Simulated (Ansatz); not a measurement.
# Ti: the cost of one run

Program: Ansatz 0.2.0. Level of theory: DFT PBE, scalar-relativistic. These are calculated values, not measurements.

**1. Starting point**

It takes space group Fm-3m (No. 225, cubic). The conventional cell has a = 4.060 Å, b = 4.060 Å, c = 4.060 Å, α = 90.00°, β = 90.00°, γ = 90.00°. Ti (site symmetry m-3m) is surrounded by 12 Ti at 2.87 Å.

As a file:

```cif
data_structure
_symmetry_space_group_name_H-M 'Fm-3m'
_symmetry_Int_Tables_number 225
_cell_length_a 4.0600
_cell_length_b 4.0600
_cell_length_c 4.0600
_cell_angle_alpha 90.000
_cell_angle_beta 90.000
_cell_angle_gamma 90.000
_cell_volume 66.92
loop_
_atom_site_label
_atom_site_type_symbol
_atom_site_symmetry_multiplicity
_atom_site_Wyckoff_symbol
_atom_site_fract_x
_atom_site_fract_y
_atom_site_fract_z
_atom_site_occupancy
Ti1 Ti 4 a 0.00000 0.00000 0.00000 1
```

The file gives the conventional cell by its symmetry; the runs use the cell typed in the input.

Structure: COD 1534878, as refined from experiment and not relaxed.

**2. Volume × 0.94, LAPW**

File input.yaml:

```yaml
crystal:
  lattice:
    - [0.0, 1.9885598007, 1.9885598007]
    - [1.9885598007, 0.0, 1.9885598007]
    - [1.9885598007, 1.9885598007, 0.0]
  atoms:
    - { symbol: Ti, position: [0.0, 0.0, 0.0] }
kpoints:
  mp_grid: { grid: [15, 15, 15] }
  band_path:
    path:
      - [0.0, 0.0, 0.0]
      - [0.5, 0.0, 0.5]
      - [0.625, 0.25, 0.625]
      - [0.375, 0.375, 0.75]
      - [0.0, 0.0, 0.0]
      - [0.5, 0.5, 0.5]
      - [0.5, 0.25, 0.75]
      - [0.5, 0.0, 0.5]
    npoints: 5
scf:
  occupations: { method: fermi_dirac, width: 0.05 }
hamiltonian:
  xc: pbe
  pseudopotentials: { kind: all_electron, lapw: { basis_error: 0.00025 } }
output:
  forces: true
  stress: true
  eigenvalues: true
```

Run with:

```bash
$ ansatz run input.yaml --threads 1 --pin off --max-ram 3072MiB --backend cpu --events-out ev --progress --plain --runs-dir out
```

Q: Estimate wall time and peak memory on 1 thread of Intel Xeon 6975P-C (Granite Rapids), shared host.

About 5.3 s, with a peak of 0.33 GiB.
